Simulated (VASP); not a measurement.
Te2Mo, 6 atoms in the cell. It takes space group P6_3/mmc (No. 194, hexagonal). The conventional cell has a = 3.494 Å, b = 3.494 Å, c = 14.008 Å, α = 90.00°, β = 90.00°, γ = 120.00°. Te (site symmetry 3m) is surrounded by 3 Mo at 2.71 Å. Mo (site symmetry -6m2) is surrounded by 6 Te at 2.71 Å. The cell is a database's computed one.

| Property | Result |
| --- | --- |
| Program | VASP 6.6.1 |
| Task | single point |
| Functional | PBEsol |
| Potentials or basis | VASP PAW PBE potentials, release 64 (Te, Mo_sv) |
| Cutoff | 520 eV |
| k mesh | 9 × 9 × 2 |
| Occupations | gaussian, width 0.5 eV |
| Spin | no spin polarisation |
| Further INCAR settings | ALGO = Fast; EDIFF = 1e-07; NBANDS = 35 |

Potentials or basis: VASP PAW PBE potentials, release 64 (Te, Mo_sv).

Command:

```sh
$ cat potpaw_PBE.64/Te/POTCAR potpaw_PBE.64/Mo_sv/POTCAR > POTCAR
$ mpirun -np 1 vasp_std > vasp.out
```

Hardware: 1 thread of Intel(R) Xeon(R) Platinum 8488C (Sapphire Rapids), on a shared host.

Estimate the wall time of this run.

Wall time 4.5 min on 1 thread of Intel(R) Xeon(R) Platinum 8488C (Sapphire Rapids), with other jobs on the host, peak memory 0.39 GiB. Counts: scf iterations 17, k points 50.
